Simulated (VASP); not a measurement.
Input of a VASP 6.6.1 run:

INCAR

```
SYSTEM = ZnSe
PREC     = Accurate       ! precision mode
ENCUT    = 300            ! plane-wave cutoff, eV
EDIFF    = 1E-7           ! SCF threshold, eV
ISMEAR   = 0              ! smearing method
SIGMA    = 0.03           ! smearing width, eV
LREAL    = .FALSE.        ! projectors in reciprocal space
LASPH    = .TRUE.         ! aspherical terms in the spheres
NELM     = 80             ! most SCF steps
ALGO     = Normal         ! electronic algorithm
ISIF     = 2              ! what is computed and relaxed
LWAVE    = .FALSE.        ! write WAVECAR
LCHARG   = .FALSE.        ! write CHGCAR
GGA      = PE             ! functional
IBRION   = 2              ! ionic algorithm
NSW      = 40             ! ionic steps
EDIFFG   = -0.01          ! ionic threshold
```

KPOINTS

```
Automatic mesh
0
G
  4 4 4
  0 0 0
```

Contents of POSCAR:

```
ZnSe                                    
1.0
    0.0000000000      2.8930584534      2.8930584534
    2.8930584534      0.0000000000      2.8930584534
    2.8930584534      2.8930584534     -0.0000000000
  Zn              Se            
     1     1
Direct
     1.0000000000000000    1.0000000000000000    1.0000000000000000
     0.2500000000000000    0.2500000000000000    0.2500000000000000
```

Potentials or basis: VASP PAW PBE potentials, release 64 (Zn, Se).

Launch:

```console
$ cat potpaw_PBE.64/Zn/POTCAR potpaw_PBE.64/Se/POTCAR > POTCAR
$ mpirun -np 1 vasp_std > vasp.out
```

Task: What does it give for the band gap on the k mesh?

Result: 1.03 eV, direct.

Final structure:
```cif
data_structure
_symmetry_space_group_name_H-M 'P 1'
_symmetry_Int_Tables_number 1
_cell_length_a 4.0914
_cell_length_b 4.0914
_cell_length_c 4.0914
_cell_angle_alpha 60.000
_cell_angle_beta 60.000
_cell_angle_gamma 60.000
_cell_volume 48.43
loop_
_atom_site_label
_atom_site_type_symbol
_atom_site_fract_x
_atom_site_fract_y
_atom_site_fract_z
_atom_site_occupancy
Zn1 Zn 0.00000 0.00000 0.00000 1
Se1 Se 0.25000 0.25000 0.25000 1
```

Caveat: the k mesh is coarse (spacing up to 0.47 Å⁻¹), so the values aren't converged; the relaxation stopped at its first step, so nothing moved.
